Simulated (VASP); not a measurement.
# InH3 (P4/mmm) in VASP: reference runs

Aim: a first look at InH3 with PBE, on the cell as given.

All numbers are computed with VASP 6.6.1; they aren't measurements. Logs are shortened: lines on timing, memory, paths and dates and some standing lists are left out, and cuts for length are marked.

**1. The structure**

The structure is tetragonal, space group P4/mmm (No. 123). The conventional cell has a = 2.980 Å, b = 2.980 Å, c = 5.652 Å, α = 90.00°, β = 90.00°, γ = 90.00°. In (site symmetry 4/mmm) has 4 In at 2.98 Å and 8 H at 3.19 Å as nearest neighbours. H (site symmetry mmm) has 2 H at 1.49 Å as nearest neighbours. Around H (site symmetry 4/mmm) lie 4 H at 1.49 Å.

The cell was built by a generator and needn't be a form met in nature.

**2. Single point, PBE**

File INCAR:

```
SYSTEM = InH3
  PREC = Accurate
  ENCUT = 520
  EDIFF = 1E-7
  ISMEAR = -1
  SIGMA = 0.05
  LREAL = .FALSE.
  LASPH = .TRUE.
  NELM = 60
  ALGO = Normal
  ISIF = 2
  LWAVE = .FALSE.
  LCHARG = .FALSE.
  GGA = PE
  NBANDS = 16
```

File KPOINTS:

```
Automatic mesh
0
G
  9 9 5
  0 0 0
```

File POSCAR:

```
InH3
1.0
    2.9799736100      0.0000000000      0.0000000000
    0.0000000000      2.9799736100      0.0000000000
    0.0000000000      0.0000000000      5.6516626700
In H
1 3
Direct
    0.0000000000      0.0000000000      0.0000000000
    0.5000000000      0.0000000000      0.5000000000
    0.0000000000      0.5000000000      0.5000000000
    0.5000000000      0.5000000000      0.5000000000
```

Potentials or basis: VASP PAW PBE potentials, release 64 (In_d, H).

Run with:

```console
$ cat potpaw_PBE.64/In_d/POTCAR potpaw_PBE.64/H/POTCAR > POTCAR
$ mpirun -np 1 vasp_std > vasp.out
```

OUTCAR:

```text
SYSTEM = InH3
   PREC = Accurate
   ENCUT = 520
   EDIFF = 1E-7
   ISMEAR = -1
   LREAL = .FALSE.
   LASPH = .TRUE.
   NELM = 60
   ISIF = 2
   GGA = PE

 ion  position               nearest neighbor table
   1  0.000  0.000  0.000-
   2  0.500  0.000  0.500-
   3  0.000  0.500  0.500-
   4  0.500  0.500  0.500-

  LATTYP: Found a simple tetragonal cell.
 ALAT       =     2.9799736100
 C/A-ratio  =     1.8965478926

  Lattice vectors:

 A1 = (   2.9799736100,   0.0000000000,   0.0000000000)
 A2 = (   0.0000000000,   2.9799736100,   0.0000000000)
 A3 = (   0.0000000000,   0.0000000000,   5.6516626700)

Analysis of symmetry for initial positions (statically):
=====================================================================
 Subroutine PRICEL returns:
 Original cell was already a primitive cell.

 Routine SETGRP: Setting up the symmetry group for a
 simple tetragonal supercell.

 Subroutine GETGRP returns: Found 16 space group operations
 (whereof 16 operations were pure point group operations)
 out of a pool of 16 trial point group operations.

The static configuration has the point symmetry D_4h.

Analysis of symmetry for dynamics (positions and initial velocities):
=====================================================================
 Subroutine PRICEL returns:
 Original cell was already a primitive cell.

 Routine SETGRP: Setting up the symmetry group for a
 simple tetragonal supercell.

 Subroutine GETGRP returns: Found 16 space group operations
 (whereof 16 operations were pure point group operations)
 out of a pool of 16 trial point group operations.

The dynamic configuration has the point symmetry D_4h.

 Subroutine INISYM returns: Found 16 space group operations
 (whereof 16 operations are pure point group operations),
 and found     1 'primitive' translations

----------------------------------------------------------------------------------------

                                     Primitive cell

  volume of cell :      50.1881

  direct lattice vectors                    reciprocal lattice vectors
     2.979973610  0.000000000  0.000000000     0.335573442  0.000000000  0.000000000
     0.000000000  2.979973610  0.000000000     0.000000000  0.335573442  0.000000000
     0.000000000  0.000000000  5.651662670     0.000000000  0.000000000  0.176939081

  length of vectors
     2.979973610  2.979973610  5.651662670     0.335573442  0.335573442  0.176939081

  position of ions in fractional coordinates (direct lattice)
     0.000000000  0.000000000  0.000000000
     0.500000000  0.000000000  0.500000000
     0.000000000  0.500000000  0.500000000
     0.500000000  0.500000000  0.500000000

  ion indices of the primitive-cell ions
   primitive index   ion index
                 1           1
                 2           2
                 3           3
                 4           4

----------------------------------------------------------------------------------------

 KPOINTS: Automatic mesh

Automatic generation of k-mesh.
 Grid dimensions read from file:
 generate k-points for:    9    9    5

 Generating k-lattice:

  Cartesian coordinates                     Fractional coordinates (reciprocal lattice)
     0.037285938  0.000000000  0.000000000     0.111111111  0.000000000  0.000000000
     0.000000000  0.037285938  0.000000000     0.000000000  0.111111111  0.000000000
     0.000000000  0.000000000  0.035387816     0.000000000  0.000000000  0.200000000

  Length of vectors
     0.037285938  0.037285938  0.035387816

  Shift w.r.t. Gamma in fractional coordinates (k-lattice)
     0.000000000  0.000000000  0.000000000

 Subroutine IBZKPT returns following result:
 ===========================================

 Found     45 irreducible k-points:

 Following reciprocal coordinates:
            Coordinates               Weight
  0.000000  0.000000  0.000000      1.000000
  0.111111  0.000000  0.000000      4.000000
  0.222222  0.000000  0.000000      4.000000
  0.333333  0.000000  0.000000      4.000000
  0.444444  0.000000  0.000000      4.000000
  0.111111  0.111111  0.000000      4.000000
[... 16 lines left out ...]
  0.333333  0.111111  0.200000     16.000000
  0.444444  0.111111  0.200000     16.000000
 [... further k-points ...]
   k-points           NKPTS =     45   k-points in BZ     NKDIM =     45   number of bands    NBANDS=     16
   number of dos      NEDOS =    301   number of ions     NIONS =      4
   total plane-waves  NPLWV =  24192
   dimension x,y,z NGX =    24 NGY =   24 NGZ =   42
   dimension x,y,z NGXF=    48 NGYF=   48 NGZF=   84
   ions per type =               1   3
   NGX,Y,Z   is equivalent  to a cutoff of  13.39, 13.39, 12.35 a.u.
   NGXF,Y,Z  is equivalent  to a cutoff of  26.78, 26.78, 24.71 a.u.
 SYSTEM =  InH3
   PREC   = accura    normal or accurate (medium, high low for compatibility)
   ISTART =      0    job   : 0-new  1-cont  2-samecut
   ICHARG =      2    charge: 1-file 2-atom 10-const
   ISPIN  =      1    spin polarized calculation?
   LNONCOLLINEAR =      F non collinear calculations
   LSORBIT =      F    spin-orbit coupling
   LASPH  =      T    aspherical Exc in radial PAW
   ENCUT  =  520.0 eV  38.22 Ry    6.18 a.u.   5.54  5.54 10.51*2*pi/ulx,y,z
   NELM   =     60;   NELMIN=  2; NELMDL= -5     # of ELM steps
   EDIFF  = 0.1E-06   stopping-criterion for ELM
   LREAL  =      F    real-space projection
   EDIFFG = 0.1E-05   stopping-criterion for IOM
   NSW    =      0    number of steps for IOM
   IBRION =     -1    ionic relax: 0-MD 1-quasi-New 2-CG
   NFREE  =      0    steps in history (QN), initial steepest desc. (CG)
   ISIF   =      2    stress and relaxation
   ISYM   =      2    0-nonsym 1-usesym 2-fastsym
   POTIM  = 0.5000    time-step for ionic-motion
   TEBEG  =    0.0;   TEEND  =   0.0 temperature during run
   PSTRESS=    0.0 pullay stress
   NELECT =      16.0000    total number of electrons
   NUPDOWN=      -1.0000    fix difference up-down
   EMIN   =  10.00;   EMAX   =-10.00  energy-range for DOS
   EFERMI =   0.00;   METHOD = LEGACY
   ISMEAR =    -1;   SIGMA  =   0.05  broadening in eV -4-tet -1-fermi 0-gaus
   EFERMI_NEDOS =   21; number of points for ismear=-14 and -15
   IALGO  =     38    algorithm
   IMIX   =      4    mixing-type and parameters
     AMIX     =   0.40;   BMIX     =  1.00
     AMIX_MAG =   1.60;   BMIX_MAG =  1.00
  volume/ion in A,a.u.               =      12.55        84.67
  Fermi-wavevector in a.u.,A,eV,Ry     =   1.118359  2.113392 17.017164  1.250726
  Thomas-Fermi vector in A             =   2.254989
   LORBIT       =      0    0 simple, 1 ext, 2 COOP (PROOUT), +10 PAW based schemes
   GGA     = PE    functional components
   LHFCALC =     F    Hartree Fock is set to
   AEXX    =    0.0000 exact exchange contribution
   IVDW    =     0    specifies the selected vdW correction
   LEPSILON=     F    determine dielectric tensor
   LRPA    =     F    only Hartree local field effects (RPA)
 non-spin polarized calculation
  energy-cutoff  :      520.00
  volume of cell :       50.19
 maximum number of plane-waves:      1373
 NGX is ok and might be reduce to    24
   NGX = 11   NGY = 11   NGZ = 21

 number of electron      16.0000006 magnetization

 Free energy of the ion-electron system (eV)
  ---------------------------------------------------
  ext. energy  EPLUGINS =         0.00000000
  ---------------------------------------------------
  free energy    TOTEN  =        -9.21661133 eV

  energy without entropy =       -9.21206702  energy(sigma->0) =       -9.21433917

 E-fermi :   2.8495     XC(G=0):  -8.8533

 val. band max:        2.7607356006   @ k =   0.4444   0.4444   0.4000
 cond. band min:       2.9092429365   @ k =   0.1111   0.1111   0.2000
 fundamental gap:      0.1485073359
 Fermi energy:         2.8495485834

 k-point     1 :       0.0000    0.0000    0.0000
  band No.  band energies     occupation
      1     -12.2990      2.00000
      2     -12.0400      2.00000
      3     -11.6319      2.00000
      4     -11.6319      2.00000
      5     -11.4646      2.00000
      6      -6.1219      2.00000
[... 8 lines left out ...]
     15      15.8191      0.00000
     16      16.5747      0.00000

 k-point     2 :       0.1111    0.0000    0.0000
  band No.  band energies     occupation
      1     -12.2505      2.00000
      2     -12.0040      2.00000
      3     -11.6679      2.00000
      4     -11.6289      2.00000
      5     -11.4921      2.00000
      6      -5.9183      2.00000
[... 8 lines left out ...]
     15      16.1251      0.00000
     16      16.3763      0.00000

 k-point     3 :       0.2222    0.0000    0.0000
  band No.  band energies     occupation
      1     -12.1712      2.00000
      2     -11.8696      2.00000
      3     -11.7574      2.00000
      4     -11.6214      2.00000
      5     -11.5611      2.00000
      6      -5.3065      2.00000
[... 8 lines left out ...]
     15      15.8229      0.00000
     16      16.7713      0.00000

 k-point     4 :       0.3333    0.0000    0.0000
  band No.  band energies     occupation
      1     -12.1256      2.00000
      2     -11.8565      2.00000
      3     -11.6730      2.00000
      4     -11.6382      2.00000
      5     -11.6128      2.00000
      6      -4.3011      2.00000
[... 8 lines left out ...]
     15      16.9254      0.00000
     16      17.0466      0.00000
[... 324 lines left out ...]
 k-point    22 :       0.2222    0.1111    0.2000
  band No.  band energies     occupation
      1     -12.0910      2.00000
      2     -11.8634      2.00000
      3     -11.7541      2.00000
      4     -11.6560      2.00000
      5     -11.5951      2.00000
      6      -4.9495      2.00000
[... 8 lines left out ...]
     15      16.5841      0.00000
     16      18.0584      0.00000

 k-point    23 :       0.3333    0.1111    0.2000
  band No.  band energies     occupation
      1     -12.0438      2.00000
      2     -11.8524      2.00000
      3     -11.6838      2.00000
      4     -11.6603      2.00000
      5     -11.6466      2.00000
      6      -3.9575      2.00000
[... 8 lines left out ...]
     15      16.2618      0.00000
     16      17.6980      0.00000

 k-point    24 :       0.4444    0.1111    0.2000
  band No.  band energies     occupation
      1     -12.0248      2.00000
      2     -11.9151      2.00000
      3     -11.7317      2.00000
      4     -11.6405      2.00000
      5     -11.5255      2.00000
      6      -2.7443      2.00000
[... 8 lines left out ...]
     15      15.6903      0.00000
     16      16.0160      0.00000

 [... further k-points ...]
[... 5 lines left out ...]
  --------------------------------------------------------------------------------------
  -------------------------------------------------------------------------------------
  Total       -1.9698202     -1.9698202     -2.0715606      0.0000000      0.0000000     -0.0000000
  in kB      -62.8834135    -62.8834135    -66.1313131      0.0000000      0.0000000     -0.0000000
  external PRESSURE =     -63.9660467 kB  Pullay stress =       0.0000000 kB

 VOLUME and BASIS-vectors are now :
 -----------------------------------------------------------------------------
  energy-cutoff  :      520.00
  volume of cell :       50.19
      direct lattice vectors                 reciprocal lattice vectors
     2.979973610  0.000000000  0.000000000     0.335573442  0.000000000  0.000000000
     0.000000000  2.979973610  0.000000000     0.000000000  0.335573442  0.000000000
     0.000000000  0.000000000  5.651662670     0.000000000  0.000000000  0.176939081

 POSITION                                       TOTAL-FORCE (eV/Angst)
 -----------------------------------------------------------------------------------
      0.00000      0.00000      0.00000         0.000000      0.000000      0.000000
      1.48999      0.00000      2.82583         0.000000      0.000000      0.000000
      0.00000      1.48999      2.82583         0.000000      0.000000      0.000000
      1.48999      1.48999      2.82583         0.000000      0.000000      0.000000
 -----------------------------------------------------------------------------------
    total drift:                                0.000000      0.000000      0.000000

  FREE ENERGIE OF THE ION-ELECTRON SYSTEM (eV)
  ---------------------------------------------------
  free  energy   TOTEN  =        -9.2166113283 eV

  energy  without entropy=       -9.2120670203  energy(sigma->0) =       -9.21433917
```

Run time: 16 s. Hardware: 1 thread of Intel Xeon Platinum 8559C (Emerald Rapids), shared host; peak memory 0.18 GiB.

Results:

- Free energy: -9.2166 eV
- Pressure: -6.4 GPa
- Band gap on the k mesh: none (metal or under the smearing width)

Stress tensor (GPa, compression positive):
```
-6.29  0.00  0.00
 0.00 -6.29  0.00
 0.00  0.00 -6.61
```
